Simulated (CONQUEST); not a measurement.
Al:

```
Al
1.0
     3.18244    0.00000    0.00000
     0.00000    3.18244    0.00000
     0.00000    0.00000    3.18244
Al
2
Direct
  0.00000 0.00000 0.00000
  0.50000 0.50000 0.50000
```

This isn't the form of Al at room conditions, which is fcc.

| Property | Result |
| --- | --- |
| Program | CONQUEST 1.3 |
| Task | single point |
| Functional | PBE |
| Potentials or basis | PseudoDojo NC PBE, DZP, grid cutoff 120 Ha |
| k mesh | 8 × 8 × 8 |
| Occupations | fermi-dirac, width 0.05 eV |
| Spin | no spin polarisation |

On this cell: pressure 4.7 GPa; largest force zero by symmetry; band gap on the k mesh none (metal or under the smearing width).

The same run follows on a disturbed copy (atoms of the box moved at random, drawn with an rms of 0.05 Å):

```
Al
1.0
     3.18244    0.00000    0.00000
     0.00000    3.18244    0.00000
     0.00000    0.00000    3.18244
Al
2
Direct
  0.01259 0.99034 0.99955
  0.50448 0.48541 0.48113
```

Problem. What changes?

Solution. The energy (extrapolated to zero smearing) moves by +4.1 meV/atom; pressure 4.9 GPa; largest force 0.258 eV/Å; band gap on the k mesh none (metal or under the smearing width).

Forces in eV/Å, atoms in the order of the input:
```
Al  -0.100 -0.060 -0.230
Al   0.100  0.062  0.228
```

Stress tensor (GPa, compression positive):
```
4.97 0.01 0.09
0.01 4.96 0.06
0.09 0.06 4.84
```

Caveats: the box holds several primitive cells, so bands are folded and the points are those of the box's own zone; the basis of atomic orbitals isn't converged, which shifts pressures, moduli and gaps.
